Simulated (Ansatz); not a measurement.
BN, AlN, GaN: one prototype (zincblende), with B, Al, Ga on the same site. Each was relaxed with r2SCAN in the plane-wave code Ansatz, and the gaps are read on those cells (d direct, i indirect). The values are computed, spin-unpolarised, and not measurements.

```csv
compound,a (Å),"gap, PBE (eV)","gap, r2SCAN (eV)","gap, HSE06 (eV)","mean ε∞, r2SCAN",G0W0@PBE gap (eV)
BN,3.610,4.48 i (Γ → X),5.00 i (Γ → X),5.79 i (Γ → X),4.5,"6.14 (87 empty bands, 220 eV, 6×6×6)"
AlN,4.370,3.33 i (Γ → X),3.94 i (Γ → X),4.55 i (Γ → X),4.3,"4.81 (154 empty bands, 220 eV, 6×6×6)"
GaN,4.498,1.76 d (Γ),2.17 d (Γ),3.01 d (Γ),5.5,"2.84 (168 empty bands, 220 eV, 6×6×6)"
```
G0W0 gaps are PBE's gap plus the shift on the mesh. The G0W0 figures hold for the stated bands, cutoff and mesh and aren't extrapolated.

From BN to AlN, a changes by +0.760 Å and the HSE06 gap by -1.24 eV. From AlN to GaN, a changes by +0.128 Å and the HSE06 gap by -1.54 eV.

The meshes of the hybrids are coarse, so their gaps aren't converged to the digits shown.

With a shallow d shell on the cation, G0W0 converges slowly in bands and cutoff, so these values are in doubt.
